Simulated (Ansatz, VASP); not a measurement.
# Ba in VASP and in Ansatz

```xyz
1
Lattice="4.3402 0.0000 0.0000 -2.1701 3.7587 0.0000 0.0000 0.0000 3.9393" Properties=species:S:1:pos:R:3 pbc="T T T"
Ba    0.0000    0.0000    0.0000
```

Change from the starting cell: volume scaled by 1.02.

Alike in both runs: task single point; functional PBE; k mesh 7 × 7 × 7; occupations fermi-dirac, width 0.05 eV; no spin polarisation.

|  | VASP | Ansatz |
| --- | --- | --- |
| version | VASP 6.6.1 | Ansatz 0.2.0 |
| potentials or method | VASP PAW PBE potentials, release 64 (Ba_sv) | Ansatz PAW |
| plane-wave cutoff (eV) | 520 | 420 |
| valence electrons in the cell | 10 | 10 |

Ansatz gave:

| Item | Value |
| --- | --- |
| gap on the k mesh at the Fermi level (eV) | none |
| pressure (GPa) | -0.3 |
| largest component of the traceless stress (GPa) | 0.43 |

Question: What did VASP give for the same quantities?

Answer: gap on the k mesh at the Fermi level (eV): none; pressure (GPa): -0.2; largest component of the traceless stress (GPa): 0.46.

A gap of «none» marks a metal or a gap that the smearing closes.

The runs have no spin-orbit coupling, so splittings on Ba are missing.
